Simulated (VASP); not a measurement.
Write the native input for VASP 6.6.1 that does the following.

```yaml
Task: density of states
Functional: PBE
Potentials_or_basis: VASP PAW PBE potentials, release 64 (Si, Ge_d)
Cutoff: 520 eV
k_mesh: 6 × 6 × 6
Occupations: gaussian, width 0.1 eV
Spin: no spin polarisation
k_mesh_for_the_DOS: 9 × 9 × 9
Occupations_for_the_DOS: tetrahedron
Further_INCAR_settings: ALGO = Fast; EDIFF = 1e-06
```

Si3Ge:

```xyz
8
Lattice="3.9122 2.2587 3.1920 -3.9122 2.2587 3.1920 0.0000 -4.5174 3.1920" Properties=species:S:1:pos:R:3 pbc="T T T"
Si    1.9329   -1.1159    4.3799
Si    0.0000   -2.2319    5.1960
Si    1.9329    1.1159    5.1960
Si   -1.9329    1.1159    5.1960
Si   -1.9329   -1.1159    4.3799
Si    0.0000    2.2319    4.3799
Ge    0.0000    0.0000    8.3485
Ge    0.0000    0.0000    1.2274
```

The cell was built by a generator and needn't be a form met in nature.

The input as run:

POSCAR

```
Si3Ge
1.0
    3.9121810000      2.2586990000      3.1919700000
   -3.9121810000      2.2586990000      3.1919700000
    0.0000000000     -4.5173980000      3.1919700000
Si Ge
6 2
Direct
    0.6220780000      0.1280130000      0.6220780000
    0.3779220000      0.3779220000      0.8719870000
    0.8719870000      0.3779220000      0.3779220000
    0.3779220000      0.8719870000      0.3779220000
    0.1280130000      0.6220780000      0.6220780000
    0.6220780000      0.6220780000      0.1280130000
    0.8718210000      0.8718210000      0.8718210000
    0.1281790000      0.1281790000      0.1281790000
```

INCAR.step1

```
SYSTEM = Si3Ge
PREC = Accurate
ENCUT = 520
EDIFF = 1E-6
ISMEAR = 0
SIGMA = 0.1
LREAL = .FALSE.
LASPH = .TRUE.
NELM = 100
ALGO = Fast
ISIF = 2
LWAVE = .FALSE.
LCHARG = .TRUE.
GGA = PE
KPAR = 2
```

KPOINTS.step1

```
regular mesh
0
G
  6 6 6
  0 0 0
```

INCAR.step2

```
SYSTEM = Si3Ge
PREC = Accurate
ENCUT = 520
EDIFF = 1E-6
ISMEAR = -5
SIGMA = 0.1
LREAL = .FALSE.
LASPH = .TRUE.
NELM = 100
ALGO = Fast
ISIF = 2
LWAVE = .FALSE.
LCHARG = .FALSE.
GGA = PE
LORBIT = 11
KPAR = 2
NEDOS = 1001
ICHARG = 11
```

KPOINTS.step2

```
regular mesh
0
G
  9 9 9
  0 0 0
```

Potentials or basis: VASP PAW PBE potentials, release 64 (Si, Ge_d).

Run with:

```console
$ cat potpaw_PBE.64/Si/POTCAR potpaw_PBE.64/Ge_d/POTCAR > POTCAR
$ cp INCAR.step1 INCAR
$ cp KPOINTS.step1 KPOINTS
$ mpirun -np 2 vasp_std > vasp.out
$ cp INCAR.step2 INCAR
$ cp KPOINTS.step2 KPOINTS
$ mpirun -np 2 vasp_std > vasp.out
```

It gave:

```
Valence electrons inside the program's atomic spheres : Si 1.67; Ge 12.45
```

It took 4.9 min on 2 MPI ranks on Intel(R) Xeon(R) Platinum 8375C CPU @ 2.90GHz (Ice Lake), on a shared host, peak memory 0.48 GiB a rank.
